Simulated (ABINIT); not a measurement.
Runs of ABINIT 10.8.3 (patched build) on Ru. The structure is hexagonal, space group P6_3/mmc (No. 194). Conventional cell: a = 2.706 Å, b = 2.706 Å, c = 4.282 Å, α = 90.00°, β = 90.00°, γ = 120.00°. Around Ru (site symmetry -6m2) lie 12 Ru at 2.65 to 2.71 Å. 

| task | level | potentials or basis | cell | k mesh | cutoff (eV) | fine-grid cutoff | cell freedom (optcell) | cutoff smearing ecutsm (Ha) | optimiser (ionmov) | force stop (Ha/bohr) | gap on the mesh (eV) | pressure (GPa) |
| --- | --- | --- | --- | --- | --- | --- | --- | --- | --- | --- | --- | --- |
| band structure | LDA-Teter | JTH PAW LDA v2.0 | as given | 11 × 11 × 6 | 408 | 816.342 eV | - | - | - | - | none | -12.3 |
| relaxation of cell and atoms | r2SCAN | JTH PAW PBE v2.0 | relaxed | 9 × 9 × 5 | 490 | 979.61 eV | 2 | 0.5 | 22 | 0.0005 | none | - |
| single point | LDA | JTH PAW LDA v2.0 | as given | 14 × 14 × 8 | 408 | 816.342 eV | - | - | - | - | none | (a) |
| band structure | BP86 | JTH PAW PBE v2.0 | as given | 11 × 11 × 6 | 408 | 816.342 eV | - | - | - | - | none | 6.4 |
| band structure | BLYP | JTH PAW PBE v2.0 | as given | 11 × 11 × 6 | 408 | 816.342 eV | - | - | - | - | none | 19.2 |

Alike in all rows: no spin polarisation; smearing fermi-dirac 0.05 eV.

Question: Fill in the values left out.

Answer: (a) -12.5.

Caveats: the PAW data sets were made with another functional, which shifts forces and pressure a little (some runs); so large a pressure means that the cell lies far from this level's equilibrium, or that cutoff or potentials fall short (some runs); the potentials were made for another functional, which shifts forces and pressure (some runs).

A k mesh can miss the band edges, and the runs leave out spin-orbit coupling on Ru.

A gap of «none» marks a metal or a gap under the smearing width.

Not every run made on this cell is shown here.
